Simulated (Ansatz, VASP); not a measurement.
## V: VASP beside Ansatz

The input INCAR:

```
SYSTEM = V
ALGO = Normal
EDIFF = 1E-6
ENCUT = 520
GGA = PE
ISIF = 2
ISMEAR = -1
ISPIN = 2
LASPH = .True.
LCHARG = .False.
LMAXMIX = 4
LORBIT = 11
LREAL = .False.
LWAVE = .False.
MAGMOM = 3.5
NBANDS = 16
NELM = 120
PREC = Accurate
SIGMA = 0.05
```

File KPOINTS:

```
k-points
0
Gamma
  12 12 12
  0 0 0
```

File POSCAR:

```
V
1.0
   -1.5143500000      1.5143500000      1.5143500000
    1.5143500000     -1.5143500000      1.5143500000
    1.5143500000      1.5143500000     -1.5143500000
V
1
Direct
    0.0000000000      0.0000000000      0.0000000000
```

input.yaml

```yaml
crystal:
  lattice:
    - [-1.51435, 1.51435, 1.51435]
    - [1.51435, -1.51435, 1.51435]
    - [1.51435, 1.51435, -1.51435]
  atoms:
    - { symbol: V, position: [0.0, 0.0, 0.0], spin: 2.0 }
hamiltonian:
  xc: pbe
  pseudopotentials: { kind: paw }
magnetization:
  spin_polarized: true
kpoints:
  mp_grid: { grid: [12, 12, 12] }
scf:
  occupations: { method: fermi_dirac, width: 0.05 }
output:
  forces: true
  stress: true
  eigenvalues: true
```

Alike in both runs: task single point; functional PBE; k mesh 12 × 12 × 12; occupations fermi-dirac, width 0.05 eV; collinear spin, ferromagnetic start.

```csv
,VASP,Ansatz
version,VASP 6.6.1,Ansatz 0.2.0
potentials or method,"VASP PAW PBE potentials, release 64 (V_sv)",Ansatz PAW
plane-wave cutoff (eV),520,420
valence electrons in the cell,13,13
```

VASP gave:

```
gap on the k mesh at the Fermi level (eV) : none
pressure (GPa)                            : -5.2
net moment per atom (μB)                  : 0.00
```

Q: Which values does Ansatz return?

A: gap on the k mesh at the Fermi level (eV): none; pressure (GPa): -5.4; net moment per atom (μB): 0.00.

A gap of «none» marks a metal or a gap that the smearing closes.

Caveats: the starting moments weren't kept (Ansatz).
